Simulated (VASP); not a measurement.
# BN (F-43m) in VASP: a series of runs

Runs on BN. Level: PBE+D3(BJ). Tasks: single point.

Everything below comes from runs of VASP 6.6.1. Logs are shortened: lines on timing, memory, paths and dates and some standing lists are left out, and cuts for length are marked.

**Experimental background.**

From a printed reference work, monograph, for a bulk crystal of BN at 300 K: band gap 6.4 eV (indirect).

How close the calculation comes is told below.

### 1 The cell of the first run

It takes space group F-43m (No. 216, cubic). The conventional cell has a = 3.606 Å, b = 3.606 Å, c = 3.606 Å, α = 90.00°, β = 90.00°, γ = 90.00°. B (site symmetry -43m) has 4 N at 1.56 Å within 2.1 Å. Within 2.1 Å of N (site symmetry -43m) lie 4 B at 1.56 Å.

### 2 Single point, PBE+D3(BJ) (5.86 Å³/atom)

INCAR reads:

```
SYSTEM = BN
PREC = Accurate ; ENCUT = 600
EDIFF = 1E-6 ; ISMEAR = 0
SIGMA = 0.05 ; LREAL = .FALSE.
LASPH = .TRUE. ; NELM = 120
ALGO = Normal ; ISIF = 2
LWAVE = .FALSE. ; LCHARG = .FALSE.
GGA = PE ; IVDW = 12
NBANDS = 11 ; GGA_COMPAT = .FALSE.
```

KPOINTS reads:

```
regular mesh
0
G
  12 12 12
  0 0 0
```

POSCAR reads:

```
BN
1.0
    0.0000000000      1.8032319134      1.8032319134
    1.8032319134      0.0000000000      1.8032319134
    1.8032319134      1.8032319134      0.0000000000
B N
1 1
Direct
    0.0000000000      0.0000000000      0.0000000000
    0.7500000000      0.7500000000      0.7500000000
```

Potentials or basis: VASP PAW PBE potentials, release 64 (B, N).

Launch:

```bash
$ cat potpaw_PBE.64/B/POTCAR potpaw_PBE.64/N/POTCAR > POTCAR
$ mpirun -np 1 vasp_std > vasp.out
```

OUTCAR:

```text
SYSTEM = BN
   PREC = Accurate
   ENCUT = 600
   EDIFF = 1E-6
   ISMEAR = 0
   LREAL = .FALSE.
   LASPH = .TRUE.
   NELM = 120
   ISIF = 2
   GGA = PE
   IVDW = 12
 IVDW          = 12

 ion  position               nearest neighbor table
   1  0.000  0.000  0.000-   2 1.56   2 1.56   2 1.56   2 1.56
   2  0.750  0.750  0.750-   1 1.56   1 1.56   1 1.56   1 1.56

  LATTYP: Found a face centered cubic cell.
 ALAT       =     3.6064638268

  Lattice vectors:

 A1 = (   0.0000000000,   1.8032319134,   1.8032319134)
 A2 = (   1.8032319134,   0.0000000000,   1.8032319134)
 A3 = (   1.8032319134,   1.8032319134,   0.0000000000)

Analysis of symmetry for initial positions (statically):
=====================================================================
 Subroutine PRICEL returns:
 Original cell was already a primitive cell.

 Routine SETGRP: Setting up the symmetry group for a
 face centered cubic supercell.

 Subroutine GETGRP returns: Found 24 space group operations
 (whereof 24 operations were pure point group operations)
 out of a pool of 48 trial point group operations.

The static configuration has the point symmetry T_d .

Analysis of symmetry for dynamics (positions and initial velocities):
=====================================================================
 Subroutine PRICEL returns:
 Original cell was already a primitive cell.

 Routine SETGRP: Setting up the symmetry group for a
 face centered cubic supercell.

 Subroutine GETGRP returns: Found 24 space group operations
 (whereof 24 operations were pure point group operations)
 out of a pool of 48 trial point group operations.

The dynamic configuration has the point symmetry T_d .

 Subroutine INISYM returns: Found 24 space group operations
 (whereof 24 operations are pure point group operations),
 and found     1 'primitive' translations

----------------------------------------------------------------------------------------

                                     Primitive cell

  volume of cell :      11.7269

  direct lattice vectors                    reciprocal lattice vectors
     0.000000000  1.803231913  1.803231913    -0.277279920  0.277279920  0.277279920
     1.803231913  0.000000000  1.803231913     0.277279920 -0.277279920  0.277279920
     1.803231913  1.803231913  0.000000000     0.277279920  0.277279920 -0.277279920

  length of vectors
     2.550155028  2.550155028  2.550155028     0.480262909  0.480262909  0.480262909

[... 86 lines left out ...]
   ISIF   =      2    stress and relaxation
   ISYM   =      2    0-nonsym 1-usesym 2-fastsym
   POTIM  = 0.5000    time-step for ionic-motion
   TEBEG  =    0.0;   TEEND  =   0.0 temperature during run
   PSTRESS=    0.0 pullay stress
   NELECT =       8.0000    total number of electrons
   NUPDOWN=      -1.0000    fix difference up-down
   EMIN   =  10.00;   EMAX   =-10.00  energy-range for DOS
   EFERMI =   0.00;   METHOD = LEGACY
   ISMEAR =     0;   SIGMA  =   0.05  broadening in eV -4-tet -1-fermi 0-gaus
   EFERMI_NEDOS =   21; number of points for ismear=-14 and -15
   IALGO  =     38    algorithm
   IMIX   =      4    mixing-type and parameters
     AMIX     =   0.40;   BMIX     =  1.00
     AMIX_MAG =   1.60;   BMIX_MAG =  1.00
  volume/ion in A,a.u.               =       5.86        39.57
  Fermi-wavevector in a.u.,A,eV,Ry     =   1.441152  2.723383 28.258215  2.076920
  Thomas-Fermi vector in A             =   2.559817
   LORBIT       =      0    0 simple, 1 ext, 2 COOP (PROOUT), +10 PAW based schemes
   GGA     = PE    functional components
   LHFCALC =     F    Hartree Fock is set to
   AEXX    =    0.0000 exact exchange contribution
   IVDW    =    12    specifies the selected vdW correction
   LEPSILON=     F    determine dielectric tensor
   LRPA    =     F    only Hartree local field effects (RPA)
 non-spin polarized calculation
 Gauss-broadening in eV      SIGMA  =   0.05
  energy-cutoff  :      600.00
  volume of cell :       11.73
 maximum number of plane-waves:       399
   NGX = 11   NGY = 11   NGZ = 11

 number of electron       7.9999999 magnetization

 Free energy of the ion-electron system (eV)
  ---------------------------------------------------
  ext. energy  EPLUGINS =         0.00000000
  ---------------------------------------------------
  free energy    TOTEN  =       -17.45088157 eV

  energy without entropy =      -17.45088157  energy(sigma->0) =      -17.45088157

 E-fermi :   7.7799     XC(G=0): -12.8573

 val. band max:        7.4903734709   @ k =   0.0000   0.0000   0.0000
 cond. band min:      11.9570680508   @ k =   0.5000   0.5000   0.0000
 fundamental gap:      4.4666945799
 Fermi energy:         7.7799077842

 k-point     1 :       0.0000    0.0000    0.0000
  band No.  band energies     occupation
      1     -12.8214      2.00000
      2       7.4904      2.00000
      3       7.4904      2.00000
      4       7.4904      2.00000
      5      16.3439      0.00000
      6      16.3439      0.00000
      7      16.3439      0.00000
      8      17.9559      0.00000
      9      32.3762      0.00000
     10      35.3437      0.00000
     11      35.3437      0.00000
[... 309 lines left out ...]
 k-point    24 :      -0.4167    0.1667    0.0000
  band No.  band energies     occupation
      1      -8.2053      2.00000
      2      -2.5684      2.00000
      3       3.3434      2.00000
      4       4.9047      2.00000
      5      16.8398      0.00000
      6      19.7855      0.00000
      7      19.7867      0.00000
      8      23.2729      0.00000
      9      28.6321      0.00000
     10      32.9287      0.00000
     11      34.3129      0.00000

 [... further k-points ...]

------------------------ aborting loop because EDIFF is reached ----------------------------------------

 Edisp (eV)   -0.42135

 E8    (eV) :    -0.1245

  FORCE on cell =-STRESS in cart. coord.  units (eV):
  Direction    XX          YY          ZZ          XY          YZ          ZX
  --------------------------------------------------------------------------------------
  -------------------------------------------------------------------------------------
  Total       0.00206     0.00206     0.00206    -0.00000    -0.00000    -0.00000
  in kB       0.28211     0.28211     0.28211    -0.00000    -0.00000    -0.00000
  external pressure =        0.28 kB  Pullay stress =        0.00 kB

 VOLUME and BASIS-vectors are now :
 -----------------------------------------------------------------------------
  energy-cutoff  :      600.00
  volume of cell :       11.73
      direct lattice vectors                 reciprocal lattice vectors
     0.000000000  1.803231913  1.803231913    -0.277279920  0.277279920  0.277279920
     1.803231913  0.000000000  1.803231913     0.277279920 -0.277279920  0.277279920
     1.803231913  1.803231913  0.000000000     0.277279920  0.277279920 -0.277279920

 POSITION                                       TOTAL-FORCE (eV/Angst)
 -----------------------------------------------------------------------------------
      0.00000      0.00000      0.00000        -0.000000      0.000000     -0.000000
      2.70485      2.70485      2.70485         0.000000     -0.000000      0.000000
 -----------------------------------------------------------------------------------
    total drift:                               -0.000000     -0.000000     -0.000000

  FREE ENERGIE OF THE ION-ELECTRON SYSTEM (eV)
  ---------------------------------------------------
  free  energy   TOTEN  =       -17.8722282894 eV

  energy  without entropy=      -17.8722282894  energy(sigma->0) =      -17.87222829
```

OSZICAR:

```text
N       E                     dE             d eps       ncg     rms          rms(c)
DAV:   1     0.160933293825E+02    0.16093E+02   -0.54818E+03  1600   0.812E+02
DAV:   2    -0.177537430619E+02   -0.33847E+02   -0.32843E+02  1936   0.192E+02
DAV:   3    -0.184268987754E+02   -0.67316E+00   -0.67197E+00  1872   0.225E+01
DAV:   4    -0.184277504843E+02   -0.85171E-03   -0.85169E-03  1710   0.902E-01
DAV:   5    -0.184277512581E+02   -0.77387E-06   -0.77386E-06  1857   0.272E-02    0.672E+00
DAV:   6    -0.175391767720E+02    0.88857E+00   -0.29306E+00  1753   0.105E+01    0.327E+00
DAV:   7    -0.174650971879E+02    0.74080E-01   -0.10626E-01  1794   0.272E+00    0.192E+00
DAV:   8    -0.174505995065E+02    0.14498E-01   -0.36238E-02  1769   0.140E+00    0.196E-01
DAV:   9    -0.174507891133E+02   -0.18961E-03   -0.93167E-04  1683   0.265E-01    0.843E-02
DAV:  10    -0.174508764201E+02   -0.87307E-04   -0.12303E-04  1724   0.101E-01    0.154E-02
DAV:  11    -0.174508814979E+02   -0.50777E-05   -0.85478E-06  1809   0.246E-02    0.104E-02
DAV:  12    -0.174508815699E+02   -0.71992E-07   -0.14212E-06  1005   0.887E-03
   1 F= -.17872228E+02 E0= -.17872228E+02  d E =-.134012E-18
```

stdout:

```text
POSCAR found type information on POSCAR B N
 POSCAR found :  2 types and       2 ions
 scaLAPACK will be used
 LDA part: xc-table for (Slater+PW92), standard interpolation
 POSCAR, INCAR and KPOINTS ok, starting setup
 FFT: planning ... GRIDC
 FFT: planning ... GRID_SOFT
 FFT: planning ... GRID
 WAVECAR not read
 entering main loop
```

Wall time 11 s (1 thread of Intel Xeon 8259CL, shared host); peak memory 0.14 GiB.

What came out:

* Free energy: -17.8722 eV
* Pressure: 0.0 GPa
* Band gap on the k mesh: 4.47 eV (least direct gap 8.85 eV)
* Dispersion energy per atom: -0.211 eV

### 3 Single point, PBE+D3(BJ) (5.75 Å³/atom)

This run uses another cell than the first one, of 5.75 Å³/atom.

INCAR reads:

```
  PREC = Accurate
  ENCUT = 600
  EDIFF = 1E-6
  ISMEAR = 0
  SIGMA = 0.05
  LREAL = F
  LASPH = T
  NELM = 120
  ALGO = Normal
  ISIF = 2
  LWAVE = F
  LCHARG = F
  GGA = PE
  IVDW = 12
  NBANDS = 11
  GGA_COMPAT = F
```

KPOINTS reads:

```
regular mesh
0
Gamma
  12 12 12
```

POSCAR reads:

```
BN
1.0
    0.0000000000      1.7911293211      1.7911293211
    1.7911293211      0.0000000000      1.7911293211
    1.7911293211      1.7911293211      0.0000000000
B N
1 1
Direct
    0.0000000000      0.0000000000      0.0000000000
    0.7500000000      0.7500000000      0.7500000000
```

Potentials or basis: VASP PAW PBE potentials, release 64 (B, N).

Launch:

```bash
$ cat potpaw_PBE.64/B/POTCAR potpaw_PBE.64/N/POTCAR > POTCAR
$ mpirun -np 1 vasp_std > vasp.out
```

It took 13 s on 1 thread of Intel Xeon 8259CL, shared host; peak memory 0.14 GiB.

The run converged. Its results:

* Free energy: -17.8657 eV
* Pressure: 8.1 GPa
* Band gap on the k mesh: 4.49 eV (least direct gap 8.95 eV)
* Dispersion energy per atom: -0.215 eV

Levels at points of the mesh, in eV from the valence-band top:
| k point | band 1 | band 2 | band 3 | band 4 | band 5 | band 6 | band 7 | band 8 |
| --- | --- | --- | --- | --- | --- | --- | --- | --- |
| (0.00, 0.00, 0.00) | -20.54 | 0.00 | 0.00 | 0.00 | 8.95 | 8.95 | 8.95 | 10.80 |
| (0.50, 0.00, 0.00) | -16.20 | -10.94 | -1.99 | -1.99 | 10.50 | 10.86 | 10.86 | 15.54 |
| (0.50, 0.50, 0.00) | -14.79 | -9.10 | -5.04 | -5.04 | 4.49 | 9.38 | 18.34 | 18.34 |

Caveat: the cell stands under pressure. A k mesh can miss the band edges.

### 4 Against experiment

Step 2. Against the measured gap of BN, 6.4 eV (indirect; 300 K; a printed reference work, monograph), the calculated 4.47 eV is off by -1.93 eV. The value is that of PBE+D3(BJ) on a finite k mesh, which can miss the band edges, without temperature or zero-point motion. Semilocal functionals fall short of measured gaps as a rule.
